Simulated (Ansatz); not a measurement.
## Σ5 (310) boundary in fcc Ir with Cr (substitutional): structure and resistance

Wanted: what the Σ5 (310) boundary in fcc Ir with Cr (substitutional) costs an interconnect.

Main program and level: Ansatz 0.2.0; Ansatz plane-wave DFT, PBE, PAW files; relaxation of a bicrystal slab with its lowest layers held; PAW set soft_1, in the first sound run; inputs show where later runs differ.

### Step 1. The structure

The cell holds 32 atoms: 31 Ir and 1 Cr. Its edges and angles: a = 6.071 Å, b = 3.839 Å, c = 30.426 Å, α = 90.0°, β = 90.0°, γ = 90.0°. It derives from Ir. built on the (3 1 0) plane; 2 overlapping atoms removed and the grains opened by 0 Å. Vacuum lies along c.

### Step 2. Relaxing the bicrystal

The boundary is built by mirroring the lower grain in the boundary plane and removing any atoms that overlap; then the Cr is put in at the boundary. A thin bicrystal slab is relaxed first, with the lowest layers held and the upper grain free to shift and open.

input.yaml reads:

```yaml
crystal:
  lattice:
    - [6.0706244242, 0.0, 0.0]
    - [0.0, 3.8394, 0.0]
    - [0.0, 0.0, 30.4259981568]
  atoms:
    - { symbol: Ir, position: [0.2000000001, 0.0, 0.1643331461] }
    - { symbol: Ir, position: [0.9000000001, 0.5, 0.1842852423] }
    - { symbol: Ir, position: [0.6000000001, 0.0, 0.2042373385] }
    - { symbol: Ir, position: [0.3000000001, 0.5, 0.2241894347] }
    - { symbol: Ir, position: [1.0e-10, 0.0, 0.2441415309] }
    - { symbol: Ir, position: [0.7000000001, 0.5, 0.2640936271] }
    - { symbol: Ir, position: [0.4000000001, 0.0, 0.2840457233] }
    - { symbol: Ir, position: [0.1, 0.5, 0.3039978195] }
    - { symbol: Ir, position: [0.8, 0.0, 0.3239499157] }
    - { symbol: Ir, position: [0.5, 0.5, 0.3439020119] }
    - { symbol: Ir, position: [0.2, 0.0, 0.3638541082] }
    - { symbol: Ir, position: [0.9, 0.5, 0.3838062044] }
    - { symbol: Ir, position: [0.6, 0.0, 0.4037583006] }
    - { symbol: Ir, position: [0.3, 0.5, 0.4237103968] }
    - { symbol: Cr, position: [0.0, 0.0, 0.443662493] }
    - { symbol: Ir, position: [0.6, 0.0, 0.4835666854] }
    - { symbol: Ir, position: [0.9, 0.5, 0.5035187816] }
    - { symbol: Ir, position: [0.2, 0.0, 0.5234708778] }
    - { symbol: Ir, position: [0.5, 0.5, 0.543422974] }
    - { symbol: Ir, position: [0.8, 0.0, 0.5633750702] }
    - { symbol: Ir, position: [0.1, 0.5, 0.5833271664] }
    - { symbol: Ir, position: [0.4000000001, 0.0, 0.6032792626] }
    - { symbol: Ir, position: [0.7000000001, 0.5, 0.6232313588] }
    - { symbol: Ir, position: [1.0e-10, 0.0, 0.643183455] }
    - { symbol: Ir, position: [0.3000000001, 0.5, 0.6631355512] }
    - { symbol: Ir, position: [0.6000000001, 0.0, 0.6830876475] }
    - { symbol: Ir, position: [0.9000000001, 0.5, 0.7030397437] }
    - { symbol: Ir, position: [0.2000000001, 0.0, 0.7229918399] }
    - { symbol: Ir, position: [0.5000000001, 0.5, 0.7429439361] }
    - { symbol: Ir, position: [0.8000000001, 0.0, 0.7628960323] }
    - { symbol: Ir, position: [0.1000000001, 0.5, 0.7828481285] }
    - { symbol: Ir, position: [0.4000000001, 0.0, 0.8028002247] }
kpoints:
  mp_grid: { grid: [4, 6, 1] }
hamiltonian:
  xc: pbe
  pseudopotentials: { kind: paw, azcp: { folder: soft_1 } }
scf:
  occupations: { method: fermi_dirac, width: 0.1 }
relax:
  f_tol: 0.03
  max_steps: 80
  constraints: [{ sites: [0, 1, 2, 3, 4] }]
```

On the command line:

```sh
ansatz run input.yaml --threads 4 --pin off --max-ram 15360MiB --backend cpu --events-out ev --progress --plain --runs-dir out
```

Numbers of over 12 decimals in the logs are rounded to 6 here.

The log of the run:

```text
Engine: ansatz 0.2.0, aarch64-unknown-linux-gnu
Pseudopotentials: kind: paw
Pseudopotential: Ir, paw, valence charge 17, recommended cutoff 420 eV (normal), soft_1/Ir.paw.azcp
Pseudopotential: Cr, paw, valence charge 14, recommended cutoff 420 eV (normal), soft_1/Cr.paw.azcp
Functional definition: PBE
  parameter kappa = 0.804
  parameter beta = 0.066725
  exchange = pbe_x(kappa = kappa, mu = beta*pi^2/3)
  correlation = pbe_c(beta = beta)
Crystal: 32 atoms, lattice volume = 709.156 Å³
Basis set: ecut = 420 eV, 13845 PW (Γ), exchange–correlation on 90×54×432 points (8 copies of the dense FFT grid, shifted against one another)
Bands: 325, of which v1, the nominal top of the filled ones, is band 271 counted from 1 (270 counted from 0)
Symmetry: 2 space group operations
Space group: Pm (ITA 6), of the structure as read, at distance tolerance 8.9e-5 Å
k-points: 12 of 24 (time reversal used)
Non-local potential: Ir, projectors of the file, l = 0: 3, l = 1: 2, l = 2: 2, l = 3: 1
Non-local potential: Cr, projectors of the file, l = 0: 3, l = 1: 2, l = 2: 3, l = 3: 1
PAW form: soft (Blöchl's): semilocal exchange-correlation on the pseudo side does not see the compensation charge
PAW one-centre angular grid: Ir, 590 points (default); XC on 64 Gauss nodes
PAW one-centre angular grid: Cr, 590 points (default); XC on 64 Gauss nodes
Initial density: superposition of atomic densities (neutral atoms: chi_scale 0, normalization atom)
Initial wavefunctions: pseudopotential atomic-orbital guess
Functional: x = pbe(κ = 0.804, μ = 0.219515), c = pbe(β = 0.066725)
SCF iter   1: F=—  HF=-373417.855659 eV  |F-HF|=—  |Δ(HF+E_count)|=         —  Δρ=9.05e-2  dr2=9.35e1  ethr=3.10e-3  ⟨swp⟩=7.0  Hψ=15322  notcnv=0  defer=115
preconditioner: auto → LDOS  [metal: Δε(μ)=0.001 eV  Ē_g=6.375 eV  σ=0.100 eV  W_gap=0.00  n_scr=206 (ndim 8)  ℏωp=23.5 eV  f_vac=0.295  D(μ)=35.74/eV (n_scr^D=326)  β→1.0]
SCF iter   2: F=—  HF=-373461.626430 eV  |F-HF|=—  |Δ(HF+E_count)|=    4.38e1  Δρ=2.22e-1  dr2=5.77e2  ethr=3.10e-3  ⟨swp⟩=3.8  Hψ=11757  notcnv=0  defer=153  recentre
SCF iter   3: F=—  HF=-373409.988029 eV  |F-HF|=—  |Δ(HF+E_count)|=    5.16e1  Δρ=5.34e-2  dr2=2.83e1  ethr=3.10e-3  ⟨swp⟩=3.5  Hψ=10885  notcnv=0  defer=150
SCF iter   4: F=—  HF=-373409.219971 eV  |F-HF|=—  |Δ(HF+E_count)|=   7.68e-1  Δρ=5.15e-2  dr2=5.41e1  ethr=3.10e-3  ⟨swp⟩=2.5  Hψ=7327  notcnv=0  defer=149
SCF iter   5: F=—  HF=-373408.763473 eV  |F-HF|=—  |Δ(HF+E_count)|=   4.56e-1  Δρ=4.35e-2  dr2=3.61e1  ethr=3.10e-3  ⟨swp⟩=1.5  Hψ=4253  notcnv=0  defer=146
SCF iter   6: F=—  HF=-373408.201557 eV  |F-HF|=—  |Δ(HF+E_count)|=   5.62e-1  Δρ=8.05e-3  dr2=8.06e-1  ethr=3.10e-3  ⟨swp⟩=1.8  Hψ=4195  notcnv=0  defer=146
SCF iter   7: F=—  HF=-373408.128353 eV  |F-HF|=—  |Δ(HF+E_count)|=   7.32e-2  Δρ=2.59e-3  dr2=1.64e-1  ethr=1.49e-4  ⟨swp⟩=2.0  Hψ=5630  notcnv=0  defer=146
SCF iter   8: F=—  HF=-373408.126680 eV  |F-HF|=—  |Δ(HF+E_count)|=   1.67e-3  Δρ=1.81e-3  dr2=7.25e-2  ethr=3.03e-5  ⟨swp⟩=1.5  Hψ=4651  notcnv=0  defer=146
SCF iter   9: F=—  HF=-373408.126511 eV  |F-HF|=—  |Δ(HF+E_count)|=   1.69e-4  Δρ=1.51e-3  dr2=4.90e-2  ethr=1.34e-5  ⟨swp⟩=1.0  Hψ=3754  notcnv=0  defer=146
SCF iter  10: F=—  HF=-373408.125794 eV  |F-HF|=—  |Δ(HF+E_count)|=   7.17e-4  Δρ=1.33e-4  dr2=2.56e-4  ethr=9.05e-6  ⟨swp⟩=1.0  Hψ=3754  notcnv=0  defer=146
SCF iter  11: F=—  HF=-373408.125282 eV  |F-HF|=—  |Δ(HF+E_count)|=   5.12e-4  Δρ=4.78e-5  dr2=2.12e-5  ethr=4.73e-8  ⟨swp⟩=2.2  Hψ=6372  notcnv=0  defer=146
SCF iter  12: F=—  HF=-373408.125282 eV  |F-HF|=—  |Δ(HF+E_count)|=   1.15e-7  Δρ=4.58e-5  dr2=2.30e-5  ethr=3.91e-9  ⟨swp⟩=5.0  Hψ=13893  notcnv=0
SCF iter  13: F=-373408.125276 eV  HF=-373408.125278 eV  |F-HF|=1.30e-6  |Δ(HF+E_count)|=   4.09e-6  Δρ=1.29e-5  dr2=1.47e-6  ethr=3.91e-9  ⟨swp⟩=2.0  Hψ=12548  notcnv=0
SCF 1 converged in 13 iterations: F = -373408.125276 eV  dr2 = 1.47e-6
  greatest PAW one-centre occupation: 1.000 electrons in one spin orbital (limit 2), on the Cr atom at site 14 (counted from 0), in its partial waves of l = 0
relax step   1: F+E_penalty+E_count = -373408.12527626 eV  Δ(F+E_penalty+E_count) = +0.000e0 eV  max|allowed force component| = 1.593e0 eV/Å  Δτ_max = 0.0000 Å  (13 SCF iters, dr2 threshold 2.25e-5 eV, accepted)
Initial density: handed on by an earlier stage of this run
Initial wavefunctions: those handed on with the density
iter 1 solved again at ethr=1.48e-3 eV; its pass at ethr=3.10e-3 eV (dr2=8.03e0 eV) is discarded
SCF iter   1: F=—  HF=-373408.974266 eV  |F-HF|=—  |Δ(HF+E_count)|=         —  Δρ=1.69e-2  dr2=8.01e0  ethr=1.48e-3  ⟨swp⟩=1.0  Hψ=13831  notcnv=0  defer=127
preconditioner: auto → LDOS  [metal: Δε(μ)=0.011 eV  Ē_g=6.054 eV  σ=0.100 eV  W_gap=0.03  n_scr=206 (ndim 8)  ℏωp=23.5 eV  f_vac=0.300  D(μ)=37.73/eV (n_scr^D=336)  β→1.0]
SCF iter   2: F=—  HF=-373408.856849 eV  |F-HF|=—  |Δ(HF+E_count)|=   1.17e-1  Δρ=5.00e-3  dr2=3.19e-1  ethr=1.48e-3  ⟨swp⟩=2.0  Hψ=4388  notcnv=0  defer=127
SCF iter   3: F=—  HF=-373408.808088 eV  |F-HF|=—  |Δ(HF+E_count)|=   4.88e-2  Δρ=3.11e-3  dr2=1.22e-1  ethr=5.89e-5  ⟨swp⟩=3.0  Hψ=8528  notcnv=0  defer=128
SCF iter   4: F=—  HF=-373408.776293 eV  |F-HF|=—  |Δ(HF+E_count)|=   3.18e-2  Δρ=4.99e-4  dr2=3.38e-3  ethr=2.25e-5  ⟨swp⟩=2.3  Hψ=7287  notcnv=0  defer=128
SCF iter   5: F=—  HF=-373408.775361 eV  |F-HF|=—  |Δ(HF+E_count)|=   9.33e-4  Δρ=1.93e-4  dr2=3.91e-4  ethr=6.25e-7  ⟨swp⟩=2.9  Hψ=7542  notcnv=0  defer=141
SCF iter   6: F=-373408.775387 eV  HF=-373408.775433 eV  |F-HF|=4.59e-5  |Δ(HF+E_count)|=   7.29e-5  Δρ=8.40e-5  dr2=8.62e-5  ethr=1.85e-8  ⟨swp⟩=3.0  Hψ=14541  notcnv=0
SCF 2 converged in 6 iterations: F = -373408.775387 eV  dr2 = 8.62e-5
relax step   2: F+E_penalty+E_count = -373408.77538746 eV  Δ(F+E_penalty+E_count) = -6.501e-1 eV  max|allowed force component| = 1.962e0 eV/Å  Δτ_max = 0.1947 Å  (6 SCF iters, dr2 threshold 1.00e-4 eV, accepted)
iter 1 solved again at ethr=1.17e-3 eV; its pass at ethr=3.10e-3 eV (dr2=6.33e0 eV) is discarded
SCF iter   1: F=—  HF=-373409.292299 eV  |F-HF|=—  |Δ(HF+E_count)|=         —  Δρ=1.33e-2  dr2=6.29e0  ethr=1.17e-3  ⟨swp⟩=1.8  Hψ=14452  notcnv=0  defer=119
preconditioner: auto → LDOS  [metal: Δε(μ)=0.016 eV  Ē_g=6.088 eV  σ=0.100 eV  W_gap=0.04  n_scr=206 (ndim 8)  ℏωp=23.5 eV  f_vac=0.304  D(μ)=37.33/eV (n_scr^D=334)  β→1.0]
SCF iter   2: F=—  HF=-373409.215693 eV  |F-HF|=—  |Δ(HF+E_count)|=   7.66e-2  Δρ=3.55e-3  dr2=2.50e-1  ethr=1.16e-3  ⟨swp⟩=2.0  Hψ=5323  notcnv=0  defer=119
SCF iter   3: F=—  HF=-373409.204256 eV  |F-HF|=—  |Δ(HF+E_count)|=   1.14e-2  Δρ=2.45e-3  dr2=1.02e-1  ethr=4.63e-5  ⟨swp⟩=2.5  Hψ=7249  notcnv=0  defer=123
[...]
SCF 3 converged in 6 iterations: F = -373409.179778 eV  dr2 = 3.27e-5
relax step   3: F+E_penalty+E_count = -373409.17977832 eV  Δ(F+E_penalty+E_count) = -4.044e-1 eV  max|allowed force component| = 7.974e-1 eV/Å  Δτ_max = 0.1947 Å  (6 SCF iters, dr2 threshold 1.00e-4 eV, accepted)
[...]
relax step   4: F+E_penalty+E_count = -373409.34075665 eV  Δ(F+E_penalty+E_count) = -1.610e-1 eV  max|allowed force component| = 4.635e-1 eV/Å  Δτ_max = 0.2000 Å  (6 SCF iters, dr2 threshold 1.00e-4 eV, accepted)
[...]
relax step   5: F+E_penalty+E_count = -373409.37531876 eV  Δ(F+E_penalty+E_count) = -3.456e-2 eV  max|allowed force component| = 4.362e-1 eV/Å  Δτ_max = 0.1050 Å  (5 SCF iters, dr2 threshold 3.55e-5 eV, accepted)
[...]
relax step   6: F+E_penalty+E_count = -373409.37683215 eV  Δ(F+E_penalty+E_count) = -1.513e-3 eV  max|allowed force component| = 3.409e-1 eV/Å  Δτ_max = 0.0725 Å  (5 SCF iters, dr2 threshold 6.43e-5 eV, accepted)
[...]
relax step   7: F+E_penalty+E_count = -373409.39052894 eV  Δ(F+E_penalty+E_count) = -1.370e-2 eV  max|allowed force component| = 2.188e-1 eV/Å  Δτ_max = 0.0527 Å  (5 SCF iters, dr2 threshold 7.09e-5 eV, accepted)
[...]
relax step   8: F+E_penalty+E_count = -373409.39894389 eV  Δ(F+E_penalty+E_count) = -8.415e-3 eV  max|allowed force component| = 5.907e-2 eV/Å  Δτ_max = 0.0259 Å  (5 SCF iters, dr2 threshold 1.97e-5 eV, accepted)
SCF iter   1: F=—  HF=-373409.400433 eV  |F-HF|=—  |Δ(HF+E_count)|=         —  Δρ=3.65e-4  dr2=1.04e-3  ethr=2.91e-6  ⟨swp⟩=2.1  Hψ=6797  notcnv=0  defer=147
preconditioner: auto → LDOS  [metal: Δε(μ)=0.002 eV  Ē_g=6.112 eV  σ=0.100 eV  W_gap=0.00  n_scr=206 (ndim 8)  ℏωp=23.5 eV  f_vac=0.306  D(μ)=35.45/eV (n_scr^D=318)  β→1.0]
SCF iter   2: F=—  HF=-373409.400373 eV  |F-HF|=—  |Δ(HF+E_count)|=   6.00e-5  Δρ=1.48e-4  dr2=2.08e-4  ethr=1.91e-7  ⟨swp⟩=2.2  Hψ=7403  notcnv=0  defer=147
SCF iter   3: F=—  HF=-373409.400318 eV  |F-HF|=—  |Δ(HF+E_count)|=   5.55e-5  Δρ=5.59e-5  dr2=4.74e-5  ethr=3.85e-8  ⟨swp⟩=2.7  Hψ=7689  notcnv=0  defer=147
SCF iter   4: F=—  HF=-373409.399721 eV  |F-HF|=—  |Δ(HF+E_count)|=   5.96e-4  Δρ=1.13e-5  dr2=9.54e-7  ethr=8.77e-9  ⟨swp⟩=2.5  Hψ=6536  notcnv=0  defer=147
SCF iter   5: F=-373409.399721 eV  HF=-373409.399721 eV  |F-HF|=3.28e-8  |Δ(HF+E_count)|=   3.79e-8  Δρ=3.34e-6  dr2=9.28e-8  ethr=1.85e-11  ⟨swp⟩=5.5  Hψ=15648  notcnv=0
SCF 9 converged in 5 iterations: F = -373409.399721 eV  dr2 = 9.28e-8
relax step   9: F+E_penalty+E_count = -373409.39972141 eV  Δ(F+E_penalty+E_count) = -7.775e-4 eV  max|allowed force component| = 1.105e-2 eV/Å  Δτ_max = 0.0070 Å  (5 SCF iters, accepted)
SCF converged after 5 iterations
Free energy (F): -373409.399721 eV
Harris-Foulkes:  -373409.399721 eV  (|F-HF|=3.28e-8)
Internal energy: -373408.227526 eV  (E = F + TS)
E sigma→0 (E₀):  -373408.813624 eV
Entropy (-TS):   -1.172195 eV (-36.631 meV/atom)
Fermi energy:    14.331147 eV
--- Per-component energies (eV) ---
  E_band       = -8669.043755
  E_kinetic    = 17019.358701
  E_local      = -709360.654854  (includes V_loc(G=0)·N_el)
  E_nonlocal   = 5933.029059
  E_hartree    = 347394.907016
  E_xc         = -7238.166468
  E_vxc        = -8083.810723  (∫ρ·V_xc dr)
  E_paw        = -288438.697283  (= ΣΔE_a)
  E_vpaw       = -8966.877335  (= ΣTr[D̂ρ^β])
  E_aug_tail   = 0.011787  (compensation charges beyond the density's cutoff)
  E_ewald      = 261281.984518
  E_smearing   = -1.172195  (= −TS)
  E_closure    = 0.000000  (closes the sum)
  Σ components = -373409.399721   (vs F -373409.399721, Δ=0.00e0)
--- Forces (eV/Å), atoms counted from 1 ---
  atom   1  Ir    -0.35452372    -0.00000000     1.54284109
  atom   2  Ir     0.61521209    -0.00000000     0.55505145
  atom   3  Ir     0.12524570     0.00000000    -0.29771398
  atom   4  Ir    -0.27169878     0.00000000    -0.99704611
  atom   5  Ir    -0.11934385     0.00000000    -0.80370591
  atom   6  Ir     0.00096772    -0.00000000     0.00082448
  atom   7  Ir     0.00260953    -0.00000000    -0.00204627
  atom   8  Ir     0.00058175    -0.00000000    -0.00231181
  atom   9  Ir    -0.00488148     0.00000000    -0.00523542
  atom  10  Ir    -0.00014410    -0.00000000    -0.00359182
  atom  11  Ir    -0.00196135     0.00000000     0.00029119
  atom  12  Ir     0.00360672    -0.00000000     0.01105206
  atom  13  Ir    -0.00005326     0.00000000     0.00563933
  atom  14  Ir    -0.00178855     0.00000000     0.00260093
  atom  15  Cr    -0.00069970     0.00000000     0.00178123
  atom  16  Ir    -0.00166985     0.00000000    -0.00133915
  atom  17  Ir    -0.00028932    -0.00000000     0.00648217
  atom  18  Ir    -0.00106094     0.00000000    -0.00182088
  atom  19  Ir     0.00315799    -0.00000000     0.00059169
  atom  20  Ir     0.00375612     0.00000000    -0.00487456
  atom  21  Ir     0.00225650    -0.00000000    -0.00510500
  atom  22  Ir    -0.00184110     0.00000000    -0.00367034
  atom  23  Ir     0.00368401     0.00000000     0.00163048
  atom  24  Ir     0.00089162    -0.00000000    -0.00452847
  atom  25  Ir     0.00149507    -0.00000000    -0.00095480
  atom  26  Ir     0.00394092    -0.00000000    -0.00177346
  atom  27  Ir    -0.00467975    -0.00000000    -0.00117924
  atom  28  Ir     0.00045272     0.00000000     0.00155258
  atom  29  Ir    -0.00116555    -0.00000000     0.00521873
  atom  30  Ir     0.00242679     0.00000000     0.00635887
  atom  31  Ir    -0.00089620    -0.00000000    -0.00627054
  atom  32  Ir    -0.00362342    -0.00000000     0.00131889
  max |Σ_I F_I| component: 6.74e-5 eV/Å
--- Relaxed structure (9 steps of the walk, 9 accepted, 0 SCFs on fresh bases) ---
  F+E_penalty+E_count = -373409.39972141 eV   max|allowed force component| = 1.105e-2 eV/Å
  atoms:
    - { symbol: Ir, position: [0.200000, 0.0, 0.1643331461] }
    - { symbol: Ir, position: [0.9000000001, 0.500000, 0.184285] }
    - { symbol: Ir, position: [0.6000000001, 0.0, 0.204237] }
    - { symbol: Ir, position: [0.3000000001, 0.500000, 0.2241894347] }
    - { symbol: Ir, position: [9.999999999999999e-11, 0.0, 0.244142] }
    - { symbol: Ir, position: [0.696282, 0.500000, 0.263215] }
    - { symbol: Ir, position: [0.399885, 4.675026486550434e-19, 0.283514] }
    - { symbol: Ir, position: [0.101381, 0.500000, 0.305855] }
    - { symbol: Ir, position: [0.799901, 1.3118393191726025e-18, 0.322459] }
    - { symbol: Ir, position: [0.503297, 0.500000, 0.344079] }
    - { symbol: Ir, position: [0.194443, -3.1228826816357544e-18, 0.367404] }
    - { symbol: Ir, position: [0.899839, 0.500000, 0.388086] }
    - { symbol: Ir, position: [0.593871, 3.107467106697276e-18, 0.400226] }
    - { symbol: Ir, position: [0.276039, 0.500000, 0.440663] }
    - { symbol: Cr, position: [-0.00686923, 3.7644510004157015e-18, 0.439384] }
    - { symbol: Ir, position: [0.601780, 3.862373872556729e-18, 0.479177] }
    - { symbol: Ir, position: [0.902621, 0.500000, 0.491236] }
    - { symbol: Ir, position: [0.199438, 1.1154146525266063e-17, 0.510793] }
    - { symbol: Ir, position: [0.507250, 0.500000, 0.535330] }
    - { symbol: Ir, position: [0.805702, 6.178780476201444e-18, 0.556352] }
    - { symbol: Ir, position: [0.107632, 0.500000, 0.573574] }
    - { symbol: Ir, position: [0.405740, 6.721727955203323e-18, 0.595639] }
    - { symbol: Ir, position: [0.705042, 0.500000, 0.615085] }
    - { symbol: Ir, position: [0.00644064, 6.187855816933917e-18, 0.636150] }
    - { symbol: Ir, position: [0.302709, 0.500000, 0.655619] }
    - { symbol: Ir, position: [0.604077, 6.2620652469090415e-18, 0.675970] }
    - { symbol: Ir, position: [0.898404, 0.500000, 0.696030] }
    - { symbol: Ir, position: [0.200203, 6.078758136009388e-18, 0.716083] }
    - { symbol: Ir, position: [0.506503, 0.500000, 0.738011] }
    - { symbol: Ir, position: [0.805007, 6.2195266714816315e-18, 0.755827] }
    - { symbol: Ir, position: [0.107912, 0.500000, 0.773883] }
    - { symbol: Ir, position: [0.399804, 9.523183031176132e-18, 0.791976] }
```

It took 12 min on 4 threads of Arm Neoverse V2, shared host; peak memory 4.9 GiB.

This run has no spin polarisation, although Cr can carry a moment.

Step by step:

| step | energy less that of the first step (eV) | largest force component (eV/Å) |
| --- | --- | --- |
| 1 | 0.0000 | 1.5927 |
| 2 | -0.6501 | 1.9623 |
| 3 | -1.0545 | 0.7974 |
| 4 | -1.2155 | 0.4635 |
| 5 | -1.2500 | 0.4362 |
| 6 | -1.2516 | 0.3409 |
| 7 | -1.2653 | 0.2188 |
| 8 | -1.2737 | 0.0591 |
| 9 | -1.2744 | 0.0111 |

Forces are held to the 2 operations that the run works with; a distortion that breaks them can't arise in this run.

The atoms that moved most (Å):

| atom | dx | dy | dz | length |
| --- | --- | --- | --- | --- |
| Ir14 | -0.145 | 0.000 | 0.516 | 0.536 |
| Ir18 | -0.003 | 0.000 | -0.386 | 0.386 |
| Ir17 | 0.016 | 0.000 | -0.374 | 0.374 |
| Ir32 | -0.001 | 0.000 | -0.329 | 0.329 |
| Ir21 | 0.046 | 0.000 | -0.297 | 0.300 |
| Ir31 | 0.048 | 0.000 | -0.273 | 0.277 |
| Ir19 | 0.044 | 0.000 | -0.246 | 0.250 |
| Ir23 | 0.031 | 0.000 | -0.248 | 0.250 |

Final coordinates:

```cif
data_structure
_symmetry_space_group_name_H-M 'P 1'
_symmetry_Int_Tables_number 1
_cell_length_a 6.0706
_cell_length_b 3.8394
_cell_length_c 30.4260
_cell_angle_alpha 90.000
_cell_angle_beta 90.000
_cell_angle_gamma 90.000
_cell_volume 709.16
loop_
_atom_site_label
_atom_site_type_symbol
_atom_site_fract_x
_atom_site_fract_y
_atom_site_fract_z
_atom_site_occupancy
Ir1 Ir 0.20000 0.00000 0.16433 1
Ir2 Ir 0.90000 0.50000 0.18429 1
Ir3 Ir 0.60000 0.00000 0.20424 1
Ir4 Ir 0.30000 0.50000 0.22419 1
Ir5 Ir 0.00000 0.00000 0.24414 1
Ir6 Ir 0.69628 0.50000 0.26321 1
Ir7 Ir 0.39989 0.00000 0.28351 1
Ir8 Ir 0.10138 0.50000 0.30585 1
Ir9 Ir 0.79990 0.00000 0.32246 1
Ir10 Ir 0.50330 0.50000 0.34408 1
Ir11 Ir 0.19444 0.00000 0.36740 1
Ir12 Ir 0.89984 0.50000 0.38809 1
Ir13 Ir 0.59387 0.00000 0.40023 1
Ir14 Ir 0.27604 0.50000 0.44066 1
Cr15 Cr 0.99313 0.00000 0.43938 1
Ir16 Ir 0.60178 0.00000 0.47918 1
Ir17 Ir 0.90262 0.50000 0.49124 1
Ir18 Ir 0.19944 0.00000 0.51079 1
Ir19 Ir 0.50725 0.50000 0.53533 1
Ir20 Ir 0.80570 0.00000 0.55635 1
Ir21 Ir 0.10763 0.50000 0.57357 1
Ir22 Ir 0.40574 0.00000 0.59564 1
Ir23 Ir 0.70504 0.50000 0.61509 1
Ir24 Ir 0.00644 0.00000 0.63615 1
Ir25 Ir 0.30271 0.50000 0.65562 1
Ir26 Ir 0.60408 0.00000 0.67597 1
Ir27 Ir 0.89840 0.50000 0.69603 1
Ir28 Ir 0.20020 0.00000 0.71608 1
Ir29 Ir 0.50650 0.50000 0.73801 1
Ir30 Ir 0.80501 0.00000 0.75583 1
Ir31 Ir 0.10791 0.50000 0.77388 1
Ir32 Ir 0.39980 0.00000 0.79198 1
```

Numbers from this step:

```
free energy             : -373409.3997 eV
energy at zero smearing : -373408.8136 eV
Fermi energy            : 14.33 eV
```

The largest force component on a free atom ends at 0.011 eV/Å, under the tolerance of 0.03, after 9 steps.

(Continued in part 2 of 2.)

[Logs are printed without paths, hosts, clocks, repeated set-up lines and the standing remarks that a program may print on its own settings, such as how far it seeks lower states.]

[Hosts, paths, dates, database ids (printed as entryN), source tags and the programs' standing remarks are cut or masked in the printed files.]
